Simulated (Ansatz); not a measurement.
How settings move the G0W0 gap of BaS (zincblende)

BaS in the zincblende structure, relaxed with r2SCAN; one-shot G0W0 in Ansatz without spin-orbit coupling. No spin polarisation. The prototype was imposed, so other structures may be more stable.

```cif
data_structure
_symmetry_space_group_name_H-M 'F-43m'
_symmetry_Int_Tables_number 216
_cell_length_a 7.0388
_cell_length_b 7.0388
_cell_length_c 7.0388
_cell_angle_alpha 90.000
_cell_angle_beta 90.000
_cell_angle_gamma 90.000
_cell_volume 348.74
loop_
_atom_site_label
_atom_site_type_symbol
_atom_site_symmetry_multiplicity
_atom_site_Wyckoff_symbol
_atom_site_fract_x
_atom_site_fract_y
_atom_site_fract_z
_atom_site_occupancy
Ba1 Ba 4 a 0.00000 0.00000 0.00000 1
S1 S 4 d 0.25000 0.25000 0.75000 1
```

Gaps are read over the mesh points alone. G0W0 values are finite-basis, finite-mesh values.

| start | potentials | frequency model | mesh | empty bands | screening cutoff (eV) | Kohn-Sham gap (eV) | G0W0 gap (eV) |
| --- | --- | --- | --- | --- | --- | --- | --- |
| PBE | PAW | contour deformation | 4×4×4 | 197 | 100 | 2.75 | 3.86 |
| PBE | PAW | contour deformation | 4×4×4 | 478 | 180 | 2.75 | 4.00 |
| PBE | PAW | contour deformation | 4×4×4 | 927 | 260 | 2.75 | 4.06 |
| HSE06 | PAW | contour deformation | 4×4×4 | 478 | 180 | 3.64 | 4.49 |
| r2SCAN | PAW | contour deformation | 4×4×4 | 478 | 180 | 3.07 | 4.20 |
| PBE0 | PAW | contour deformation | 4×4×4 | 478 | 180 | 4.34 | 4.73 |
| PBE | PAW | Godby-Needs pole | 4×4×4 | 478 | 180 | 2.75 | 3.94 |
| PBE | PAW | contour deformation | 6×6×6 | 141 | 80 | 2.75 | 3.79 |
| PBE | norm-conserving | contour deformation | 4×4×4 | 478 | 180 | 2.75 | 4.00 |

Over the mesh points the PBE gap of 2.75 eV becomes a quasiparticle gap of 4.06 eV (W to Γ), a change of +1.31 eV. Renormalisation factors Z lie between 0.73 and 0.82.

Raising bands and cutoff together moves the gap by +0.14 eV (100 to 180 eV), then +0.06 eV (180 to 260 eV); the last step is still large, so the basis limit isn't reached. Starting from HSE06 (3.64 eV against PBE's 2.75 eV) gives 4.49 eV, +0.49 eV from G0W0@PBE at the same screening cutoff. Starting from r2SCAN (3.07 eV against PBE's 2.75 eV) gives 4.20 eV, +0.20 eV from G0W0@PBE at the same screening cutoff. Starting from PBE0 (4.34 eV against PBE's 2.75 eV) gives 4.73 eV, +0.73 eV from G0W0@PBE at the same screening cutoff. The Godby-Needs plasmon pole differs from contour deformation by -0.06 eV. Norm-conserving potentials (wave cutoff 770 eV against 420 eV) shift the quasiparticle gap by 0.00 eV and the PBE gap by 0.00 eV. r2SCAN runs take a wave cutoff of 500 eV.
